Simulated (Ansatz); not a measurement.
Input and command of a plane-wave DFT calculation in Ansatz:

```yaml
crystal:
  lattice:
    - [1.7132924525, 0.9891698586, 2.9115578036]
    - [-1.7132924525, 0.9891698586, 2.9115578036]
    - [0.0, -1.9783397173, 2.9115578036]
  atoms:
    - { symbol: P, position: [0.2340199604, 0.2340199604, 0.2340199604] }
    - { symbol: P, position: [0.7659800396, 0.7659800396, 0.7659800396] }
basis:
  ecutwfc: 420
kpoints:
  mp_grid: { grid: [15, 15, 15] }
  band_path:
    path:
      - [[0.0, 0.0, 0.0], [0.5, 0.5, 0.5], [0.75638492, 0.24361508, 0.5]]
      - [[0.5, -0.24361508, 0.24361508], [0.5, 0.0, 0.0], [0.0, 0.0, 0.0], [0.37180754, -0.37180754, 0.0]]
      - [[0.62819246, 0.0, 0.37180754], [0.5, 0.0, 0.5], [0.0, 0.0, 0.0]]
    npoints: 14
hamiltonian:
  xc: pbesol
scf:
  occupations: { method: gaussian, width: 0.1 }
  n_extra_bands: 6
output:
  forces: true
  stress: true
  eigenvalues: true
  populations: true
  dos: { projected: true, de: 0.02, nscf_kmesh: { grid: [23, 23, 23] } }
  bader: true
```

```bash
ansatz run input.yaml --threads 1 --pin off --max-ram 2560MiB --backend cpu --events-out ev --progress --plain --runs-dir out
```

Processor: Intel(R) Xeon(R) Platinum 8488C (Sapphire Rapids), 1 thread, on a host shared with other jobs.

Problem. Estimate time, memory and problem size.

Solution. About 36 s on 1 thread of Intel(R) Xeon(R) Platinum 8488C (Sapphire Rapids), on a shared host, peak memory 0.61 GiB. It solves 11 bands at 344 k points (the mesh reduced by the symmetry that the task leaves, which can be less than the crystal's) with about 561 plane waves, in 6 SCF iterations.
